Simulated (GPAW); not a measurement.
# ZnSe (Stilleite) (F-43m) in GPAW: further runs, part 2 of 3

GPAW 26.7.0.

## 3. One-shot levels on a semilocal density, r2SCAN

Contents of run.py:

```python
import numpy as np
from ase import Atoms
from ase.dft.bandgap import bandgap
from ase.io import write
from ase.units import Ha
from gpaw import GPAW, PW
from gpaw.hybrids.energy import non_self_consistent_energy
from gpaw.new.pw.nschse import non_self_consistent_matrix_elements

atoms = Atoms(['Se', 'Zn'],
              cell=[[0.0, 2.8338, 2.8338],
                    [2.8338, 0.0, 2.8338],
                    [2.8338, 2.8338, 0.0]],
              scaled_positions=[[0.75, 0.75, 0.75],
                                [0.0, 0.0, 0.0]],
              pbc=True)

calc = GPAW(mode=PW(400),
            xc='MGGA_X_R2SCAN+MGGA_C_R2SCAN',
            kpts={'size': (6, 6, 6), 'gamma': True},
            occupations={'name': 'fermi-dirac', 'width': 0.001},
            nbands=18,
            convergence={'density': 1e-06, 'bands': 16},
            maxiter=150,
            txt='gpaw.txt')
atoms.calc = calc
energy = atoms.get_potential_energy()
calc.write('gs.gpw')
write('result.traj', atoms)
print(f'Energy: {energy:.6f} eV')
print('Fermi level:', round(calc.get_fermi_level(), 4), 'eV')
print(f'Gap: {bandgap(calc)[0]:.4f} eV, direct: {bandgap(calc, direct=True)[0]:.4f} eV')

calc.write('wfs.gpw', mode='all')
eps = calc.eigenvalues()
free = calc.get_potential_energy(force_consistent=True)
semilocal_x = free + calc.get_xc_difference('MGGA_X_R2SCAN')  # without correlation
exact_x = non_self_consistent_energy(calc, 'EXX').sum()
h_x = non_self_consistent_matrix_elements(GPAW('wfs.gpw').dft, 'MGGA_X_R2SCAN')
h_exx = non_self_consistent_matrix_elements(GPAW('wfs.gpw').dft, 'EXX')
shift = np.einsum('sknn->skn', h_exx - h_x).real * Ha
np.savetxt('shift.dat', shift[..., :16].reshape((-1, 16)), fmt='%.4f')
occupied = eps < calc.get_fermi_level()
for name, a in {'r2SCAN0': 0.25, 'r2SCANh': 0.1, 'r2SCAN50': 0.5, 'r2SCAN-EpsX': 0.148}.items():
    levels = (eps + a * shift)[..., :16]
    gap = levels[~occupied[..., :16]].min() - levels[occupied[..., :16]].max()
    print(f'{name}: share {a}, energy {free + a * (exact_x - semilocal_x):.6f} eV, gap {gap:.4f} eV')
```

Potentials or basis: GPAW PAW data sets (gpaw-data 1.2.1), pw.

Command:

```console
$ OMP_NUM_THREADS=1 python run.py
```

gpaw.txt:

```text
__  _  _
 | _ |_)|_||  |
 |__||  | ||/\| - 26.7.0

Input parameters:
  mode=PW(ecut=400.0),
  convergence={'density': 1e-06, 'bands': 16},
  kpts=MonkhorstPack(size=(6, 6, 6), gamma=True),
  maxiter=150,
  nbands=18,
  occupations=Occupations(name='fermi-dirac', width=0.001),
  xc=XC(name='MGGA_X_R2SCAN+MGGA_C_R2SCAN')

Diagonalizing LCAO Hamiltonian
Converting LCAO to pw mode

                    Se

       Zn

Atoms  # Å, Bohr magnetons
|   | symbol |        x |        y |        z |    initial magnetic moments |
|---|--------|----------|----------|----------|-----------------------------|
| 0 |     Se | 4.250700 | 4.250700 | 4.250700 | ( 0.0000,  0.0000,  0.0000) |
| 1 |     Zn | 0.000000 | 0.000000 | 0.000000 | ( 0.0000,  0.0000,  0.0000) |

Unit cell  # Å
| periodic |        x |        y |        z |  lengths |    angles |
|----------|----------|----------|----------|----------|-----------|
|      yes | 0.000000 | 2.833800 | 2.833800 | 4.007598 | 60.000000 |
|      yes | 2.833800 | 0.000000 | 2.833800 | 4.007598 | 60.000000 |
|      yes | 2.833800 | 2.833800 | 0.000000 | 4.007598 | 60.000000 |

Number of symmetries: 24
Symmetry operations  # r_c * U_cc + t_c -> r_c
|    | kind |            matrix            |
|----|------|------------------------------|
|  0 |  E   |  1, 0, 0,  0, 1, 0,  0, 0, 1 |
|  1 |  σ   |  1, 0, 0,  0, 0, 1,  0, 1, 0 |
|  2 |  σ   |  1, 0,-1,  0, 1,-1,  0, 0,-1 |
|  3 |  C3  |  1, 0,-1,  0, 0,-1,  0, 1,-1 |
|  4 |  C3  |  1,-1, 0,  0,-1, 1,  0,-1, 0 |
|  5 |  σ   |  1,-1, 0,  0,-1, 0,  0,-1, 1 |
|  6 |  σ   |  0, 1, 0,  1, 0, 0,  0, 0, 1 |
|  7 |  C3  |  0, 1, 0,  0, 0, 1,  1, 0, 0 |
|  8 |  C2  |  0, 1,-1,  1, 0,-1,  0, 0,-1 |
|  9 |  S4  |  0, 1,-1,  0, 0,-1,  1, 0,-1 |
| 10 |  C3  |  0, 0, 1,  1, 0, 0,  0, 1, 0 |
| 11 |  σ   |  0, 0, 1,  0, 1, 0,  1, 0, 0 |
| 12 |  S4  |  0, 0,-1,  1, 0,-1,  0, 1,-1 |
| 13 |  C3  |  0, 0,-1,  0, 1,-1,  1, 0,-1 |
| 14 |  S4  |  0,-1, 1,  1,-1, 0,  0,-1, 0 |
| 15 |  C2  |  0,-1, 1,  0,-1, 0,  1,-1, 0 |
| 16 |  C3  |  0,-1, 0,  1,-1, 0,  0,-1, 1 |
| 17 |  S4  |  0,-1, 0,  0,-1, 1,  1,-1, 0 |
| 18 |  S4  | -1, 1, 0, -1, 0, 1, -1, 0, 0 |
| 19 |  C3  | -1, 1, 0, -1, 0, 0, -1, 0, 1 |
| 20 |  C3  | -1, 0, 1, -1, 1, 0, -1, 0, 0 |
| 21 |  S4  | -1, 0, 1, -1, 0, 0, -1, 1, 0 |
| 22 |  σ   | -1, 0, 0, -1, 1, 0, -1, 0, 1 |
| 23 |  C2  | -1, 0, 0, -1, 0, 1, -1, 1, 0 |

BZ-sampling:
  Number of BZ points: 216
  Number of IBZ points: 16

  Monkhorst-Pack size: [6, 6, 6]
  Monkhorst-Pack shift: [0.08333333333333333, 0.08333333333333333, 0.08333333333333333]

K-points  # in reciprocal-cell coordinates
|     |                                coordinates |     weight |
|-----|--------------------------------------------|------------|
|   0 | (  0.00000000,   0.00000000,   0.00000000) | 0.00462963 |
|   1 | (  0.16666667,   0.16666667,   0.00000000) | 0.02777778 |
|   2 | (  0.16666667,   0.16666667,   0.16666667) | 0.03703704 |
|   3 | (  0.33333333,   0.16666667,   0.16666667) | 0.05555556 |
|   4 | (  0.33333333,   0.33333333,  -0.33333333) | 0.05555556 |
|   5 | (  0.33333333,   0.33333333,   0.00000000) | 0.02777778 |
|   6 | (  0.33333333,   0.33333333,   0.16666667) | 0.11111111 |
|   7 | (  0.33333333,   0.33333333,   0.33333333) | 0.03703704 |
|   8 | (  0.50000000,   0.33333333,  -0.33333333) | 0.11111111 |
|   9 | (  0.50000000,   0.33333333,  -0.16666667) | 0.05555556 |
| ... |                                            |            |
|  15 | (  0.50000000,   0.50000000,   0.50000000) | 0.01851852 |

Plane wave coefficients: 869
Cutoff: 400.0 eV

Spin-components: 1 (collinear spins)
Bands:           18
Projectors:      11
Spin-degeneracy: 2
Datatype:        complex128

Density:
  Valence electrons: 18.0
  Components: 1
  Grid points: [20 20 20]
  Charge: 0.0  # |e|

Potential:
  Grid points: [20 20 20]

species:
  Se:
    name:    Selenium
    Z:       34.0
    valence: 6
    core:    28
    charge:  0.0  # [|e|]
    compensation charges:
      type: gauss
      rc: 0.27  # [Å]
      lmax: 2
    cutoffs:
      filter: 1.77  # [Å]
      core: 2.67  # [Å]
    projectors
    | kind |    occ | energy [eV] | rcut [Å] |
    |------|--------|-------------|----------|
    |   4s |  2.000 |     -17.277 |    0.847 |
    |   4p |  4.000 |      -6.512 |    1.005 |
    |    s |        |       9.935 |    0.847 |
    |    p |        |      20.699 |    1.005 |
    |    d |        |       0.000 |    0.847 |

    Using partial waves for Se as LCAO basis

  Zn:
    name:    Zinc
    Z:       30.0
    valence: 12
    core:    18
    charge:  0.0  # [|e|]
    compensation charges:
      type: gauss
      rc: 0.37  # [Å]
      lmax: 2
    cutoffs:
      filter: 2.14  # [Å]
      core: 2.28  # [Å]
    projectors
    | kind |    occ | energy [eV] | rcut [Å] |
    |------|--------|-------------|----------|
    |   4s |  2.000 |      -5.977 |    1.286 |
    |   4p |  0.000 |      -1.117 |    1.270 |
    |   3d | 10.000 |     -10.142 |    1.180 |
    |    s |        |      21.234 |    1.286 |
    |    p |        |      26.095 |    1.270 |
    |    d |        |      17.070 |    1.180 |

    Using partial waves for Zn as LCAO basis

Reference energy: -114964.858784  # eV

eigensolver:
  PPCG
  Converge bands: 16
  niter=2

density mixing:
  MSR1-Mixer
  Pratt-step length: 0.05
  Maximum mixing coefficient: 0.75
  Old densities: 10
  SVD Regularization: 0.005
  Good broyden scale: 1.0
  Trust region scale: 1.0
  Backstep threshold: 4.0
  History deletion threshold: 6.0
  Fourier metric: weight=20.0, sigma=0.015

occupation numbers:
  Fermi-Dirac:
    width: 0.0010  # eV

poisson solver:
  ecut: 3200.0  # eV

xc functional:
  name: MGGA_X_R2SCAN+MGGA_C_R2SCAN with 2 nearest neighbor stencil

convergence criteria:
- Maximum integral of absolute [dens]ity change: 1e-06 electrons / valence electron
- Maximum [total energy] change in last 3 cyles: 0.0005 eV / valence electron
- Maximum integral of absolute [eigenst]ate change: 4e-08 eV^2 / valence electron
maximum number of iterations: 150

SCF iterations
|iter     | |      energy | eigst |  dens |
|---------|-|-------------|-------|-------|
|iter:   1| |  -23.938463 | +1.51 |       |
|iter:   2| |  -22.170530 | -0.06 | -1.29 |
|iter:   3| |-231664830.460233 | +8.15 | -1.25 |
|iter:   4| |  -10.680803 | +2.39 | +3.09 |
|iter:   5| |  -22.042177 | +0.90 | -0.67 |
|iter:   6| |  -22.118273 | -0.88 | -2.11 |
|iter:   7| |  -22.116958 | -2.04 | -2.06 |
|iter:   8| |  -22.116767c| -3.62 | -2.66 |
|iter:   9| |  -22.116697c| -4.23 | -2.81 |
|iter:  10| |  -22.116697c| -5.65 | -3.73 |
|iter:  11| |  -22.116699c| -5.43 | -4.07 |
|iter:  12| |  -22.116697c| -6.70 | -3.90 |
|iter:  13| |  -22.116697c| -7.81c| -4.74 |
|iter:  14| |  -22.116697c| -8.02c| -5.45 |
|iter:  15| |  -22.116697c| -9.12c| -6.19c|

Converged in 15 steps
Energy contributions relative to reference atoms: (reference = -114964.858784)

Energy contributions:
  Kinetic:          24.277740
  Coulomb:         -20.845469
  Zero:             -0.172378
  External:          0.000000
  Xc:              -25.376589
  Entropy:          -0.000000
  Spinorbit:         0.000000
  ----------------------------
  Free energy:     -22.116697
  Extrapolated:    -22.116697

dipole moment: (-6.986197, -6.986197, -6.986197)  # |e|*Ang

Fermi level: 5.143
Eigenvalues  # (at kpt = [0.000, 0.000, 0.000])
| band index |      eig [eV] | occ [0-2] |
|------------|---------------|-----------|
|          0 |       -10.142 |     2.000 |
|          1 |        -3.080 |     2.000 |
|          2 |        -3.080 |     2.000 |
|          3 |        -3.080 |     2.000 |
|          4 |        -2.669 |     2.000 |
|          5 |        -2.669 |     2.000 |
[... 10 lines left out ...]
|         16 |        17.371 |     0.000 |
|         17 |        17.371 |     0.000 |

Gap: 1.869 eV
Transition (v -> c):
  (s=0, k=0, n=8, [0.00, 0.00, 0.00]) -> (s=0, k=0, n=9, [0.00, 0.00, 0.00])
No difference between direct/indirect transitions
# Writing to gs.gpw (mode='')

# Writing to wfs.gpw (mode='all')
```

It took 5.6 min on 1 thread of Arm Neoverse V1, shared host; peak memory 0.51 GiB.

Results:

* Free energy: -22.1167 eV
* Band gap on the k mesh: 1.87 eV, direct

Levels at points of the mesh, in eV from the valence-band top:
```
           k point  band 5  band 6  band 7  band 8  band 9  band 10  band 11  band 12  band 13  band 14
(0.00, 0.00, 0.00)   -6.24   -6.24    0.00    0.00    0.00     1.87     6.31     6.31     6.31    10.60
(0.50, 0.50, 0.00)   -6.18   -6.05   -4.79   -2.24   -2.24     3.34     3.87    11.50    12.07    12.07
(0.50, 0.50, 0.50)   -6.22   -6.08   -5.31   -0.89   -0.89     3.05     6.87     6.87     9.07    11.70
```

Band gaps from one-shot exact exchange on these states (eV): r2scan0 3.37, r2scanh 2.47, r2scan50 4.88, r2scan_epsx 2.76

Caveat: energy and the plain gap are those of the semilocal run; the hybrids' values are one shot on its orbitals and mesh.

## 4. Hybrid scf, r2SCAN-EpsX

Contents of run.py:

```python
import numpy as np
from ase import Atoms
from ase.dft.bandgap import bandgap
from ase.io import write
from gpaw import GPAW, PW
from gpaw.xc import parametrizedxc

class ScaledMGGA(parametrizedxc.ParametrizedKernel):
    """Weighted sum of Libxc meta-GGA parts, named like '0.75_MGGA_X_..+1.0_MGGA_C_..'."""
    def __init__(self, name):
        super().__init__(name)
        self.type = 'MGGA'

    def calculate(self, e_g, n_sg, dedn_sg, sigma_xg, dedsigma_xg, tau_sg, dedtau_sg):
        e_g[:] = dedsigma_xg[:] = dedtau_sg[:] = 0.0
        for kernel, c in zip(self.kernels, self.coefs):
            e, v, s, t = [np.zeros_like(x) for x in [e_g, dedn_sg, dedsigma_xg, dedtau_sg]]
            kernel.calculate(e, n_sg, v, sigma_xg, s, tau_sg, t)
            e_g += c * e
            dedn_sg += c * v
            dedsigma_xg += c * s
            dedtau_sg += c * t

parametrizedxc.ParametrizedKernel = ScaledMGGA

atoms = Atoms(['Se', 'Zn'],
              cell=[[0.0, 2.8338, 2.8338],
                    [2.8338, 0.0, 2.8338],
                    [2.8338, 2.8338, 0.0]],
              scaled_positions=[[0.75, 0.75, 0.75],
                                [0.0, 0.0, 0.0]],
              pbc=True)

calc = GPAW(mode=PW(400),
            xc={'name': '0.852_MGGA_X_R2SCAN+1.0_MGGA_C_R2SCAN', 'fraction': 0.148, 'omega': 0.0, 'backend': 'pw'},
            kpts={'size': (2, 2, 2), 'gamma': True},
            occupations={'name': 'fermi-dirac', 'width': 0.05},
            nbands=18,
            convergence={'density': 0.0001},
            maxiter=100,
            txt='gpaw.txt')
atoms.calc = calc
energy = atoms.get_potential_energy()
calc.write('gs.gpw')
write('result.traj', atoms)
print(f'Energy: {energy:.6f} eV')
print('Fermi level:', round(calc.get_fermi_level(), 4), 'eV')
print(f'Gap: {bandgap(calc)[0]:.4f} eV, direct: {bandgap(calc, direct=True)[0]:.4f} eV')
```

Potentials or basis: GPAW PAW data sets (gpaw-data 1.2.1), pw.

Command:

```console
$ OMP_NUM_THREADS=1 python run.py
```

gpaw.txt:

```text
__  _  _
 | _ |_)|_||  |
 |__||  | ||/\| - 26.7.0

Input parameters:
  mode=PW(ecut=400.0),
  convergence={'density': 0.0001},
  kpts=MonkhorstPack(size=(2, 2, 2), gamma=True),
  maxiter=100,
  nbands=18,
  occupations=Occupations(name='fermi-dirac', width=0.05),
  xc=XC(name='0.852_MGGA_X_R2SCAN+1.0_MGGA_C_R2SCAN', fraction=0.148, omega=0.0, backend='pw')

Diagonalizing LCAO Hamiltonian
Converting LCAO to pw mode

                    Se

       Zn

Atoms  # Å, Bohr magnetons
|   | symbol |        x |        y |        z |    initial magnetic moments |
|---|--------|----------|----------|----------|-----------------------------|
| 0 |     Se | 4.250700 | 4.250700 | 4.250700 | ( 0.0000,  0.0000,  0.0000) |
| 1 |     Zn | 0.000000 | 0.000000 | 0.000000 | ( 0.0000,  0.0000,  0.0000) |

Unit cell  # Å
| periodic |        x |        y |        z |  lengths |    angles |
|----------|----------|----------|----------|----------|-----------|
|      yes | 0.000000 | 2.833800 | 2.833800 | 4.007598 | 60.000000 |
[... 162 lines left out ...]
|iter:   9| |  -19.537620c| -5.00 | -2.82 |
|iter:  10| |  -19.537528c| -5.29 | -2.93 |
|iter:  11| |  -19.537394c| -5.07 | -2.98 |
|iter:  12| |  -19.537369c| -5.13 | -3.30 |
|iter:  13| |  -19.537372c| -6.53 | -4.49c|
|iter:  14| |  -19.537372c| -7.45c| -4.69c|

Converged in 14 steps
Energy contributions relative to reference atoms: (reference = -114964.858784)

Energy contributions:
  Kinetic:          35.295379
  Coulomb:         -28.442413
  Zero:             -0.256836
  External:          0.000000
  Xc:              605.583780
  Entropy:          -0.000000
  Spinorbit:         0.000000
  Hybrid_Xc_Cc:      -567.941812
  Hybrid_Xc_Vc:       -28.418326
  Hybrid_Xc_Vv:       -35.357143
  ----------------------------
  Free energy:     -19.537372
  Extrapolated:    -19.537372

dipole moment: (-7.000896, -7.000896, -7.000896)  # |e|*Ang

Fermi level: 4.381
Eigenvalues  # (at kpt = [0.000, 0.000, 0.000])
| band index |      eig [eV] | occ [0-2] |
|------------|---------------|-----------|
|          0 |       -10.906 |     2.000 |
|          1 |        -4.674 |     2.000 |
|          2 |        -4.674 |     2.000 |
|          3 |        -4.674 |     2.000 |
|          4 |        -4.320 |     2.000 |
|          5 |        -4.320 |     2.000 |
[... 10 lines left out ...]
|         16 |        17.874 |     0.000 |
|         17 |        17.874 |     0.000 |

Gap: 2.859 eV
Transition (v -> c):
  (s=0, k=0, n=8, [0.00, 0.00, 0.00]) -> (s=0, k=0, n=9, [0.00, 0.00, 0.00])
No difference between direct/indirect transitions
# Writing to gs.gpw (mode='')
```

stdout:

```text
Energy: -19.537372 eV
Fermi level: 4.3812 eV
Gap: 2.8593 eV, direct: 2.8593 eV
```

It took 76 s on 1 thread of Arm Neoverse V1, shared host; peak memory 0.25 GiB.

These settings aren't checked as converged: the numbers below hold their error.

What came out:

```
Free energy            : -19.5374 eV
Band gap on the k mesh : 2.86 eV, direct
```

Caveat: the k mesh is coarse (spacing up to 0.96 Å⁻¹), so the values aren't converged, least of all with exact exchange; exact exchange converges slowly with the k mesh, and this mesh is small; the scaled meta-GGA exchange is a class typed in the script.

(Part 2 of 3 ends here.)
